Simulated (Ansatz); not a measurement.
# Phonon dispersion of SiO₂

Computed with DFT PBE+D3(BJ), scalar-relativistic, plane waves, PAW (Ansatz 0.2.0). Plane waves to 420 eV; Γ-centred k mesh 12×12×6; fixed occupations. No spin polarisation. Phonons by linear response, acoustic sum rule imposed.

Equilibrium structure at this level:
```
CELL_PARAMETERS angstrom
2.68646 0.00000 0.00000
-1.34323 2.32654 0.00000
0.00000 0.00000 4.60318
ATOMIC_POSITIONS crystal
Si 0.00000 0.00000 0.00000
O 0.66667 0.33333 0.80109
O 0.33333 0.66667 0.19891
```

The cell was found from a structure generator's guess, not taken from experiment. The q mesh is coarse, so values between its points are rough.

Force constants from linear response on a 3×3×2 q mesh.

(1) Is the structure dynamically stable on this mesh?

(2) Give the frequencies (cm⁻¹; i marks imaginary ones) at the irreducible q points, in fractions of the reciprocal vectors, the Γ row without the LO field.

Answers

(1) Yes, on this mesh: no mode is imaginary.

(2)
| q | star | frequencies |
| --- | --- | --- |
| 0.000 0.000 0.000 | 1 | 0 0 0 539 539 556 556 693 838 |
| 0.000 0.000 -0.500 | 1 | 31 31 81 537 537 557 557 686 943 |
| 0.000 0.333 0.000 | 6 | 215 313 466 481 587 627 684 709 887 |
| 0.000 0.333 -0.500 | 6 | 221 315 462 483 603 625 678 716 856 |
| 0.333 0.333 0.000 | 2 | 285 464 464 540 649 649 696 724 724 |
| 0.333 0.333 -0.500 | 2 | 297 455 455 544 641 641 694 729 729 |
